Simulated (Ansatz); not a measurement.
**Os: energy and pressure over a range of volumes**

One table from this session's results is given with a row withheld; the runs are named, their logs left out.

Method: DFT PBE, scalar-relativistic, in Ansatz 0.2.0.

## The structure to begin with

Symmetry: P6_3/mmc, No. 194, hexagonal system. The conventional cell has a = 2.734 Å, b = 2.734 Å, c = 4.320 Å, α = 90.00°, β = 90.00°, γ = 120.00°. Around Os (site symmetry -6m2) lie 12 Os at 2.68 to 2.73 Å.

Structure file:

```
Os
1.0
     2.73410    0.00000    0.00000
    -1.36705    2.36780    0.00000
     0.00000    0.00000    4.31970
Os
2
Cartesian
  0.0000 1.5785 1.0799
  1.3670 0.7893 3.2398
```

The cell comes from a crystallographic database entry that wasn't checked; take it as a given geometry, which may be far from equilibrium.

Atoms are numbered in the order of the input: Os1, Os2.

The first run:

input.yaml reads:

```yaml
crystal:
  lattice:
    - [2.6877503439, 0.0, 0.0]
    - [-1.343875172, 2.3276600768, 0.0]
    - [0.0, 0.0, 4.2464705989]
  atoms:
    - { symbol: Os, position: [0.3333333333, 0.6666666667, 0.25] }
    - { symbol: Os, position: [0.6666666667, 0.3333333333, 0.75] }
kpoints:
  mp_grid: { grid: [15, 15, 9] }
scf:
  occupations: { method: fermi_dirac, width: 0.05 }
hamiltonian:
  xc: pbe
  pseudopotentials: { kind: all_electron, lapw: { basis_error: 0.0005 } }
output:
  forces: true
  stress: true
  eigenvalues: true
```

Steps of the session up to this table: Volume × 0.95, LAPW; Volume × 0.95, PAW; Volume × 0.95, crystal datasets; Volume × 0.975, LAPW; Volume × 0.975, PAW; Volume × 1.025, LAPW; Volume × 1.025, PAW; Volume × 1.05, LAPW; Volume × 1.05, PAW; Volume × 1.05, crystal datasets.

One of the session's tables, all rows but one given; the rest of the session is left out.

It belongs to the step «Fits». 

| method | volume (Å³/atom) | pressure (GPa) |
| --- | --- | --- |
| LAPW | 13.283 | 33.95 |
| LAPW | 13.633 | 20.40 |
| LAPW | 13.982 | 8.64 |
| LAPW | 14.332 | -1.58 |
| LAPW | 14.682 | -10.44 |
| PAW | 13.283 | 34.03 |
| PAW | 13.633 | 20.45 |
| PAW | 13.982 | ? |
| PAW | 14.332 | -1.58 |
| PAW | 14.682 | -10.46 |
| crystal datasets | 13.283 | 33.95 |
| crystal datasets | 13.982 | 8.64 |
| crystal datasets | 14.682 | -10.44 |

Q: Estimate the row for PAW, 13.982 from the others.

As computed: pressure (GPa): 8.65. In the column «pressure (GPa)» it lies between crystal datasets, 13.982 (8.64) and LAPW, 13.633 (20.40).

To keep in mind: Shape and positions are held, so a fully relaxed modulus can be lower. Warnings in the runs' records: gradients without spin orbit, crystal datasets made.
